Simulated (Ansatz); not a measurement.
In doubt: masses and optical values from hybrid runs of this build are listed as unsure, which bears on the screening that GW takes from such a start.

Rows from a G0W0 calculation on GeSb2Te4 (R3m) (Ansatz 0.2.0; G0W0 on HSE06, plane waves, PAW; PAW set soft_1; 4×4×4 mesh, 477 empty bands, screening to 96 eV, PAW set soft_1 files), in eV. Spin-orbit coupling is left out.

| row | k | band | start | Σx | Σc at the solution | Vxc |
| --- | --- | --- | --- | --- | --- | --- |
| A | (-0.500, -0.500, -0.500) | v2 | 7.383 | -14.732 | 0.488 | -14.268 |
| B | (-0.500, -0.500, -0.500) | v1 | 8.754 | -12.879 | -0.690 | -13.530 |
| C | (-0.500, -0.500, -0.500) | c1 | 9.209 | -9.762 | -2.926 | -12.630 |

**Question.** Work out each quasiparticle level and how far it moved.

The quasiparticle equation reads E = start + Σx + Σc(E) − Vxc.

| row | E (eV) | shift (eV) |
| --- | --- | --- |
| A | 7.407 | +0.024 |
| B | 8.716 | −0.038 |
| C | 9.151 | −0.058 |

The gap over the computed points goes from 0.46 eV to 0.44 eV.

Limits: not at the basis limit; mesh may overstate the screening; no spin-orbit coupling.

[Runs of the session that timed out or met a known fault of the program may be left out.]

[Cells called generated may have been cut or substituted from an entry of the Crystallography Open Database or the Materials Project.]

[Hosts, paths, dates, database ids (printed as entryN), source tags and the programs' standing remarks are cut or masked in the printed files.]
